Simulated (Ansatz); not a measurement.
Si:

```
Si
1.0
     0.00000    2.72185    2.72185
     2.72185    0.00000    2.72185
     2.72185    2.72185    0.00000
Si
2
Direct
  0.50000 0.50000 0.50000
  0.75000 0.75000 0.75000
```

Program: Ansatz 0.2.0. Alike in all runs: task single point; level HSE06 form with a typed share of exact exchange; potentials or basis Ansatz PAW; no spin polarisation; cell as given; k mesh 4 × 4 × 4; cutoff (eV) 420; smearing fermi-dirac 0.05 eV; the mesh is coarse, so values aren't converged.

Q: Order these runs on this cell by their band gap on the k mesh, lowest first.
A. share of exact exchange 0.3
B. share of exact exchange 0.5
C. share of exact exchange 0.4
D. share of exact exchange 0.1
E. share of exact exchange 0.2

A: D (0.95 eV), E (1.21 eV), A (1.48 eV), C (1.76 eV), B (2.04 eV).

Caveats: all runs use coarse meshes.

A k mesh can miss the band edges.
